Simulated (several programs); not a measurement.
**PbI₂ (P-3m1) from semi-empirical methods to plane-wave DFT**

PbI₂ (started from an entry of an open crystallographic database), relaxed with r2SCAN+rVV10 in Ansatz, was computed with several methods. Space group P-3m1 (No. 164), trigonal; a = 4.566 Å, c = 7.041 Å in the conventional setting, 42.37 Å³ an atom. Around Pb lie 6 I at 3.24 Å; around I lie 3 Pb at 3.24 Å. Spin-unpolarised throughout; all numbers are computed.

```cif
data_structure
_symmetry_space_group_name_H-M 'P 1'
_symmetry_Int_Tables_number 1
_cell_length_a 4.5657
_cell_length_b 4.5657
_cell_length_c 7.0411
_cell_angle_alpha 90.000
_cell_angle_beta 90.000
_cell_angle_gamma 120.000
_cell_volume 127.11
loop_
_atom_site_label
_atom_site_type_symbol
_atom_site_fract_x
_atom_site_fract_y
_atom_site_fract_z
_atom_site_occupancy
Pb1 Pb 0.00000 0.00000 0.00000 1
I1 I 0.33333 0.66667 0.26678 1
I2 I 0.66667 0.33333 0.73322 1
```

Gaps and times are for a single point on this cell; volume and bulk modulus come from each method's own relaxation or energy curve at fixed shape, which is too stiff where a cell has free coordinates or axes. Times are rough, from shared hosts (Arm Neoverse N1; Arm Neoverse V2; NVIDIA H100 80GB HBM3), and each method has its own mesh and cell size. A double dagger marks a value from a curve with shape and coordinates held. A star marks a curve whose lowest point is an end point. PM6 (MOPAC), PM7 (MOPAC), GFN1-xTB (tblite), GFN2-xTB (tblite) treat a cluster of cells at its zone centre, which samples few k points: where these miss a band edge, the gap comes out too large for that reason alone. Gaps from k meshes are read at a limited set of points (mesh, symmetry points, PBE's band edges), so each method's own least gap may be somewhat smaller. xTB and the PM methods were fitted mostly to molecules, and can miss a solid's gap by electronvolts. Minimal bases can be far off for gaps. Times of the plane-wave ladder aren't listed, since it ran on unlike processors and cards. Curves at held shape can't give the bulk modulus of a layered or molecular crystal, so none is listed. GLLB-SC's gap includes the derivative discontinuity. G0W0 is at finite bands, cutoff and mesh. d marks a direct gap, i an indirect one (no mark: not told apart), a dash a value that wasn't computed or didn't pass its checks.

```csv
method,kind,gap (eV),own volume (Å³/atom),bulk modulus (GPa),atoms computed,processor time
PBE-D3(BJ),semilocal,–,41.73,–,3,–
r2SCAN+rVV10,semilocal,–,42.37,–,3,–
PBE-D4,semilocal,–,41.65,–,3,–
light PBE (260 eV and a coarse mesh),light plane-wave,2.24 d,–,–,3,1.2 s
GFN1-xTB (tblite),tight binding,3.00,39.35‡,–,cluster,1.2 s
GFN2-xTB (tblite),tight binding,4.68,38.33*‡,–,cluster,2.1 s
PBE/single zeta (GPAW),small basis,2.08 d,–,–,3,4.6 s
PBE/SZV (CP2K),small basis,2.37 d,46.99*‡,–,3,5.1 s
PBE,semilocal,2.23 d,–,–,3,–
PM6 (MOPAC),semi-empirical,4.90,–,–,cluster,5.7 s
LDA,semilocal,2.05 d,–,–,3,–
PM7 (MOPAC),semi-empirical,6.64,–,–,cluster,6 s
PBE/DZVP (CP2K),small basis,2.21 d,44.44‡,–,3,10 s
r2SCAN,semilocal,2.62 d,–,–,3,–
G0W0@r2SCAN (180 eV screening cutoff),many-body,3.45,–,–,3,–
GLLB-SC (GPAW),model potential,3.72,–,–,3,32 s
PBE+SOC,semilocal,1.43 d,–,–,3,–
G0W0@HSE06 (180 eV screening cutoff),many-body,3.55,–,–,3,–
G0W0@PBE (260 eV screening cutoff),many-body,3.26,–,–,3,–
G0W0@PBE0 (180 eV screening cutoff),many-body,3.75,–,–,3,–
PBE0,hybrid,3.57 d,–,–,3,–
HSE06,hybrid,2.93 d,–,–,3,–
G0W0@LDA (140 eV screening cutoff),many-body,3.10,–,–,3,–
```

Against HSE06 (2.93 eV) and with closed or daggered gaps left aside, the nearest gap at the points sampled is that of GFN1-xTB (tblite) (+0.07 eV) and the farthest that of PM7 (MOPAC) (+3.71 eV). HSE06 is only a yardstick of convenience, and nearness to it can be luck.

Only the rows marked +SOC include spin-orbit coupling.
